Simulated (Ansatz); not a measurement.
Computed with Ansatz on PBE0-D4/def2-TZVP structures; ΔE is electronic, products minus reactants. CCSD(T)/CBS adds triple-zeta CCSD(T) − MP2 to the extrapolated MP2 energy (def2 sets, frozen cores). This one scheme is used for every species. Functionals use def2-TZVPP. B3LYP here is the variant with VWN-RPA as its local correlation; programs differ in this. One conformer a species, not always the lowest.

`FCCCOCF` + `OCCO` → `OCC(O)CF` + `CCOCF`  (formal exchange of groups at a C–C bond)

Q: Is it downhill or uphill in electronic energy at CCSD(T)/CBS, and by how much? (An estimate is asked.)

A: Ansatz gave: Downhill: ΔE = -2.6 kcal/mol.

Q: What do these levels give: PBE-D4, ωB97M-V, PBE, r2SCAN, PBE0, B3LYP, MP2/def2-TZVPP, SCS-MP2/def2-TZVPP, CCSD(T)/def2-TZVPP, HF/CBS(def2), MP2/CBS(def2), CCSD/CBS(def2)? (An estimate is asked.)

A: The calculation gave: PBE-D4 -1.8, ωB97M-V -2.5, PBE -2.1, r2SCAN -2.8, PBE0 -2.5, B3LYP -2.4, MP2/def2-TZVPP -2.6, SCS-MP2/def2-TZVPP -2.5, CCSD(T)/def2-TZVPP -2.5, HF/CBS(def2) -3.1, MP2/CBS(def2) -2.8, CCSD/CBS(def2) -2.7 kcal/mol.

Largest T1 diagnostic among the species: 0.011.
